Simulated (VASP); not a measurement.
# AlN (P6_3mc) in VASP: further runs, part 2 of 2

VASP 6.6.1.

### 4 G0W0 quasiparticle levels, PBE

Contents of POSCAR:

```
AlN
1.0
    3.1130000000      0.0000000000      0.0000000000
   -1.5565000000      2.6959370820      0.0000000000
    0.0000000000      0.0000000000      4.9810000000
Al N
2 2
Direct
    0.6666666667      0.3333333333      0.5000000000
    0.3333333333      0.6666666667      0.0000000000
    0.6666666667      0.3333333333      0.8800000000
    0.3333333333      0.6666666667      0.3800000000
```

Contents of INCAR.step1:

```
SYSTEM = AlN
  PREC = Accurate
  ENCUT = 450
  EDIFF = 1E-8
  ISMEAR = 0
  SIGMA = 0.01
  LREAL = .FALSE.
  LASPH = .TRUE.
  NELM = 80
  ALGO = Normal
  LWAVE = .TRUE.
  LCHARG = .FALSE.
  GGA = PE
```

Contents of INCAR.step2:

```
SYSTEM = AlN
  PREC = Accurate
  ENCUT = 450
  EDIFF = 1E-8
  ISMEAR = 0
  SIGMA = 0.01
  LREAL = .FALSE.
  LASPH = .TRUE.
  NELM = 1
  ALGO = Exact
  LWAVE = .TRUE.
  LCHARG = .FALSE.
  GGA = PE
  NBANDS = 258
  LOPTICS = .TRUE.
  ISTART = 1
```

Contents of INCAR.step3:

```
SYSTEM = AlN
  PREC = Accurate
  ENCUT = 450
  EDIFF = 1E-8
  ISMEAR = 0
  SIGMA = 0.01
  LREAL = .FALSE.
  LASPH = .TRUE.
  ALGO = EVGW0
  LWAVE = .FALSE.
  LCHARG = .FALSE.
  GGA = PE
  NELMGW = 1
  NBANDS = 258
  ENCUTGW = 75
  NOMEGA = 48
  PRECFOCK = Fast
  ISTART = 1
  NBANDSGW = 16
```

Contents of KPOINTS:

```
regular mesh
0
G
  4 4 3
  0 0 0
```

Potentials or basis: VASP PAW PBE potentials, release 64 (Al_GW, N_GW).

Run with:

```console
> cat potpaw_PBE.64/Al_GW/POTCAR potpaw_PBE.64/N_GW/POTCAR > POTCAR
> cp INCAR.step1 INCAR
> mpirun -np 1 vasp_std > vasp.out
> cp INCAR.step2 INCAR
> mpirun -np 1 vasp_std > vasp.out
> cp INCAR.step3 INCAR
> mpirun -np 1 vasp_std > vasp.out
```

OUTCAR:

```text
SYSTEM = AlN
   PREC = Accurate
   ENCUT = 450
   EDIFF = 1E-8
   ISMEAR = 0
   LREAL = .FALSE.
   LASPH = .TRUE.
   GGA = PE
   NELMGW = 1
   ENCUTGW = 75
   PRECFOCK = Fast
   ISTART = 1

 Found      8 irreducible k-points:

 Following reciprocal coordinates:
            Coordinates               Weight
  0.000000  0.000000  0.000000      1.000000
  0.250000 -0.000000  0.000000      6.000000
  0.500000 -0.000000  0.000000      3.000000
  0.250000  0.250000  0.000000      6.000000
  0.000000  0.000000  0.333333      2.000000
  0.250000 -0.000000  0.333333     12.000000
   k-points           NKPTS =      8   k-points in BZ     NKDIM =     48   number of bands    NBANDS=    258
   number of dos      NEDOS =    301   number of ions     NIONS =      4
   total plane-waves  NPLWV =  20736
   dimension x,y,z NGX =    24 NGY =   24 NGZ =   36
   dimension x,y,z NGXF=    48 NGYF=   48 NGZF=   72
   ions per type =               2   2
   NGX,Y,Z   is equivalent  to a cutoff of  12.82, 12.82, 12.02 a.u.
   NGXF,Y,Z  is equivalent  to a cutoff of  25.63, 25.63, 24.03 a.u.
 SYSTEM =  AlN
   PREC   = accura    normal or accurate (medium, high low for compatibility)
   ISTART =      1    job   : 0-new  1-cont  2-samecut
   ICHARG =      0    charge: 1-file 2-atom 10-const
   ISPIN  =      1    spin polarized calculation?
   LNONCOLLINEAR =      F non collinear calculations
   LSORBIT =      F    spin-orbit coupling
   LASPH  =      T    aspherical Exc in radial PAW
   ENCUT  =  450.0 eV  33.07 Ry    5.75 a.u.   5.38  5.38  8.62*2*pi/ulx,y,z
   NELM   =     60;   NELMIN=  2; NELMDL=  0     # of ELM steps
   EDIFF  = 0.1E-07   stopping-criterion for ELM
   LREAL  =      F    real-space projection
   EDIFFG = 0.1E-06   stopping-criterion for IOM
   NSW    =      0    number of steps for IOM
   IBRION =     -1    ionic relax: 0-MD 1-quasi-New 2-CG
   NFREE  =      0    steps in history (QN), initial steepest desc. (CG)
   ISIF   =      0    stress and relaxation
   ISYM   =      3    0-nonsym 1-usesym 2-fastsym
   POTIM  = 0.5000    time-step for ionic-motion
   TEBEG  =    0.0;   TEEND  =   0.0 temperature during run
   PSTRESS=    0.0 pullay stress
   NELECT =      16.0000    total number of electrons
   NUPDOWN=      -1.0000    fix difference up-down
   EMIN   =  10.00;   EMAX   =-10.00  energy-range for DOS
   EFERMI =   0.00;   METHOD = LEGACY
   ISMEAR =     0;   SIGMA  =   0.01  broadening in eV -4-tet -1-fermi 0-gaus
   EFERMI_NEDOS =   21; number of points for ismear=-14 and -15
   IALGO  =     38    algorithm
   IMIX   =      4    mixing-type and parameters
     AMIX     =   0.40;   BMIX     =  1.00
     AMIX_MAG =   1.60;   BMIX_MAG =  1.00
  volume/ion in A,a.u.               =      10.45        70.52
  Fermi-wavevector in a.u.,A,eV,Ry     =   1.188629  2.246183 19.222843  1.412839
  Thomas-Fermi vector in A             =   2.324754
   LORBIT       =      0    0 simple, 1 ext, 2 COOP (PROOUT), +10 PAW based schemes
   GGA     = PE    functional components
   LHFCALC =     T    Hartree Fock is set to
   PRECFOCK=fast      Normal, Fast or Accurate (Low or Medium for compatibility)
   ENCUT4O =  -1.0   cutoff for four orbital integrals eV
   NKREDX  =     1    reduce k-point grid by
   NKREDY  =     1    reduce k-point grid by
   NKREDZ  =     1    reduce k-point grid by
   AEXX    =    1.0000 exact exchange contribution
   HFSCREEN=    0.0000 screening length (either q_TF or 0.3 A-1)
   HFSCREENC=   0.0000 screening length for correlation (either q_TF or 0.3 A-1)
   ENCUTFOCK=  -1.0 apply spherical cutoff to Coloumb kernel
   IVDW    =     0    specifies the selected vdW correction
   LEPSILON=     F    determine dielectric tensor
   LRPA    =     F    only Hartree local field effects (RPA)
   LRPAFORCE           =     F    calculate RPA forces
   ENCUTGW             =  75.0    cutoff for response function in eV
   ENCUTGWSOFT         =  60.0    soft cutoff for Coulomb kernel in GW response function in eV
   ENCUTLF             =  -1.0    cutoff for local field effects
   NELMGW              =     1    number of iterations in solving QP/BSE equation
   NELMHF              =     1    number of iterations in the inner HF iteration
   NKREDLFX            =     1    NKREDLFY  =   1   NKREDLFZ  =   1
 non-spin polarized calculation
 Gauss-broadening in eV      SIGMA  =   0.01
  energy-cutoff  :      450.00
  volume of cell :       41.80
 maximum number of plane-waves:       929
 NGX is ok and might be reduce to    24
  NGX = 12; NGY = 12; NGZ = 20
   NGX = 11   NGY = 11   NGZ = 17
 maximum number of plane-waves:        70
 NGX is ok and might be reduce to    10

 QP shifts <psi_nk| G(iteration)W_0 |psi_nk>: iteration 1
 for sc-GW calculations column KS-energies equals QP-energies in previous step
 and V_xc(KS)=  KS-energies - (<T + V_ion + V_H > + <T+V_H+V_ion>^1  + <V_x>^1)

 k-point   1 :       0.0000    0.0000    0.0000
  band No.  KS-energies  QP-energies   sigma(KS)   V_xc(KS)     V^pw_x(r,r')   Z            occupation Imag(sigma)

      1     -10.0517     -11.4262     -16.6912     -14.7935     -24.7724       0.7243       2.0000       1.2115
      2      -7.9009      -9.1252     -18.0420     -16.3505     -25.8675       0.7238       2.0000       0.9180
      3      -0.8685      -2.0394     -14.2476     -12.6477     -18.5133       0.7319       2.0000       0.2168
      4       4.2844       3.5690     -17.2202     -16.3010     -20.6613       0.7783       2.0000       0.1080
      5       4.2844       3.5690     -17.2202     -16.3010     -20.6613       0.7783       2.0000       0.1080
      6       4.9402       4.3367     -17.5407     -16.7686     -20.8670       0.7818       2.0000       0.1037
[... 8 lines left out ...]
     15      18.2584      19.2835      -9.2065     -10.4987      -4.0010       0.7933       0.0000      -0.1527
     16      18.2584      19.2835      -9.2065     -10.4987      -4.0010       0.7933       0.0000      -0.1527
[... 84 lines left out ...]
      1      -8.9399     -10.2298     -17.2128     -15.4331     -25.1425       0.7248       2.0000       1.0616
      2      -8.0738      -9.3051     -17.8007     -16.0983     -25.6254       0.7233       2.0000       0.9387
      3       0.5772      -0.5028     -15.1601     -13.7204     -19.1077       0.7502       2.0000       0.1610
      4       1.6876       0.7002     -15.7324     -14.4378     -19.4158       0.7628       2.0000       0.1356
      5       2.7397       1.8114     -15.9434     -14.7395     -19.4404       0.7710       2.0000       0.1201
      6       3.8308       3.0365     -16.8418     -15.8186     -20.3041       0.7764       2.0000       0.1112
[... 8 lines left out ...]
     15      17.4708      18.4127      -9.2590     -10.4448      -4.1306       0.7943       0.0000      -0.1513
     16      18.3466      19.3513      -9.6846     -10.9654      -4.3008       0.7845       0.0000      -0.1951

 [... further k-points ...]
```

OUTCAR.step2:

```text
SYSTEM = AlN
   PREC = Accurate
   ENCUT = 450
   EDIFF = 1E-8
[... 588 lines left out ...]
  --------------------------------------------------------------------------------------------------------------
     0.00000     4.98125     4.98125     4.92457     0.00000    -0.00000    -0.00000
     2.32398     5.36659     5.36659     5.33726     0.00000    -0.00000    -0.00000
     4.64796     5.07068     5.07068     5.68635     0.00000    -0.00000    -0.00000
     6.97195     8.42779     8.42779     5.21532    -0.00000    -0.00000    -0.00000
     9.29593    -0.54392    -0.54392     4.84334     0.00000     0.00000    -0.00000
    11.61991     2.85685     2.85685    -0.00073    -0.00000     0.00000     0.00000
[... 92 lines left out ...]
   227.75021     0.98934     0.98934     0.98951    -0.00000     0.00000     0.00000
   230.07419     0.98957     0.98957     0.98973    -0.00000     0.00000     0.00000
```

It took 72 s on 1 thread of Intel Xeon 6975P-C (Granite Rapids), shared host; peak memory 0.35 GiB.

The run converged, but some of its settings lie outside the range that counts as converged, so its numbers aren't taken as properties of the crystal.

What came out:

- Band gap on the k mesh, mean-field level: 4.21 eV, direct
- Quasiparticle gap: 5.47 eV
- Least direct quasiparticle gap: 5.47 eV

Caveat: the k mesh is coarse (spacing up to 0.58 Å⁻¹), so the values aren't converged; bands, screening cutoff and mesh are small and nothing is extrapolated, so the quasiparticle values aren't converged.
